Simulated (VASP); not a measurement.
Set up this calculation in VASP 6.6.1, as the native input.

| Item | Value |
| --- | --- |
| Task | relaxation of the atoms |
| Functional | PBEsol |
| Potentials or basis | VASP PAW PBE potentials, release 64 (C) |
| Cutoff | 600 eV |
| k mesh | 14 × 14 × 14 |
| Occupations | gaussian, width 0.03 eV |
| Spin | no spin polarisation |
| Further INCAR settings | ALGO = Normal; EDIFF = 1e-07; IBRION = 2; EDIFFG = -0.01; NSW = 40 |

The structure of C lies in POSCAR:

```
C                                       
1.0
    0.0000000000      1.7892258411      1.7892258411
    1.7892258411      0.0000000000      1.7892258411
    1.7892258411      1.7892258411      0.0000000000
  C             
     2
Direct
     0.0000000000000000    0.0000000000000000    0.0000000000000000
     0.2500000000000000    0.2500000000000000    0.2500000000000000
```

This isn't the form of C at room conditions, which is graphite.

The cell isn't the ideal one: a relaxed cell with its volume scaled by 1.02.

These files were run (other wordings do the same):

INCAR

```
SYSTEM = C
PREC = Accurate
ENCUT = 600
EDIFF = 1E-7
ISMEAR = 0
SIGMA = 0.03
LREAL = .False.
LASPH = .True.
NELM = 80
ALGO = Normal
ISIF = 2
LWAVE = .False.
LCHARG = .False.
GGA = PS
IBRION = 2
NSW = 40
EDIFFG = -0.01
```

KPOINTS

```
Automatic mesh
0
Gamma
  14 14 14
  0 0 0
```

Potentials or basis: VASP PAW PBE potentials, release 64 (C).

Command:

```console
$ cat potpaw_PBE.64/C/POTCAR > POTCAR
$ mpirun -np 1 vasp_std > vasp.out
```

It gave:

```json
{
 "Pressure after relaxing": "-8.6 GPa",
 "Band gap on the k mesh": "3.98 eV, indirect (least direct gap 5.51 eV)"
}
```

Caveat: the relaxation stopped at its first step, so nothing moved; the PAW data sets were made with another functional, which shifts forces and pressure a little.

Run time: 4.3 s on 1 thread of Intel(R) Xeon(R) 6975P-C (Granite Rapids), on a shared host, peak memory 0.12 GiB.
